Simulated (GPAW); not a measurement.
# TaN in GPAW: convergence with smearing width (eV)

Input of the first run (smearing width (eV) 0.5); the others differ in this setting and in those tied to it:

run.py

```python
from ase import Atoms
from ase.dft.bandgap import bandgap
from ase.io import write
from ase.units import GPa
from gpaw import GPAW, PW

atoms = Atoms(['Ta', 'N'],
              cell=[[2.9380011098, 0.0, 0.0],
                    [-1.4690005549, 2.5443835974, 0.0],
                    [0.0, 0.0, 2.88300221]],
              scaled_positions=[[0.3333333333, 0.6666666667, 0.5],
                                [0.0, 0.0, 0.0]],
              pbc=True)

calc = GPAW(mode=PW(800),
            xc='PBE',
            kpts={'size': (8, 8, 7), 'gamma': True},
            occupations={'name': 'methfessel-paxton', 'width': 0.5, 'order': 1},
            nbands=19,
            convergence={'density': 1e-05, 'energy': 1e-05},
            maxiter=100,
            txt='gpaw.txt')
atoms.calc = calc
energy = atoms.get_potential_energy()
forces = atoms.get_forces()
stress = atoms.get_stress()
calc.write('gs.gpw')
write('result.traj', atoms)
print(f'Energy: {energy:.6f} eV')
print('Forces (eV/A):')
print(forces.round(4))
print('Stress (GPa):', (stress / GPa).round(3))
print('Fermi level:', round(calc.get_fermi_level(), 4), 'eV')
print(f'Gap: {bandgap(calc)[0]:.4f} eV, direct: {bandgap(calc, direct=True)[0]:.4f} eV')
```

Potentials or basis: GPAW PAW data sets (gpaw-data 1.2.1), pw.

Launch:

```sh
$ OMP_NUM_THREADS=1 python run.py
```

Hardware: 1 thread of AMD EPYC 9R45 96-Core Processor (Zen 5), on a shared host.

```tsv
smearing width (eV)	energy less the tightest run, at zero smearing (meV/atom)	SCF cycles	CPU time (s)	peak memory (GiB)
0.5	-0.73	10	6.5	0.16
0.3	0.05	10	6.3	0.16
0.2	0.02	10	6.3	0.16
0.15	0.03	10	5.9	0.16
0.1	0.01	10	5.5	0.16
0.05	0.00	10	5.4	0.16
0.025	0.00	10	5.3	0.16
0.01	0.00	10	5.3	0.16
```

Against the tightest run, the energy stays within 1 meV/atom from 0.5 on. Narrower smearing needs a denser k mesh, so at a fixed mesh the narrowest width isn't the most accurate. The tightest run that finished is the yardstick and may itself not be fully converged.

Caveat, for the tightest run too: this smearing can pin the Fermi level at a band edge. The run has no spin-orbit coupling, so splittings on Ta are missing.
